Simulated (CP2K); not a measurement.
## W under changes of volume

One of the cells (16.731 Å³/atom); the others are scaled copies at fixed shape and fractional positions:

```xyz
1
Lattice="2.8709 0.0000 0.0000 1.4354 2.4862 0.0000 1.4354 0.8287 2.3440" Properties=species:S:1:pos:R:3 pbc="T T T"
W     0.0000    0.0000    0.0000
```

This isn't the form of W at room conditions, which is bcc.

- Program: CP2K 2026.2
- Functional: r2SCAN
- Potentials or basis: POTENTIAL_UZH W GTH-SCAN-q14; TZVP-MOLOPT-SCAN-GTH basis
- Density cutoff: 9184 eV
- k mesh: 11 × 11 × 11
- Occupations: fermi-dirac, width 0.01 eV
- Spin: no spin polarisation

```tsv
volume (Å³/atom)	energy over the lowest point (meV/atom)	pressure (GPa)
15.727	1.22	4.0
16.062	0.00	-2.7
16.396	?	?
16.731	35.61	-14.0
17.065	69.86	-18.7
17.400	113.50	-23.0
17.735	165.50	-26.8
```

Problem. What does the run at 16.396 Å³/atom give?

Solution. Energy over the lowest point 11.93 meV/atom; pressure -8.6 GPa.

Worked out: A Birch-Murnaghan fit of order 3 (a polynomial in V^(-2/3)) to the other rows has its minimum at 15.92 Å³/atom with B0 = V·E''(V) = 316 GPa and B' = 4.5. It gives 11.90 meV/atom at 16.396 Å³/atom, against the run's 11.93, and -dE/dV = -8.6 GPa, against -8.6.

Energies are extrapolated to zero smearing.

Caveats: the basis of atomic orbitals isn't converged, which shifts pressures, moduli and gaps.
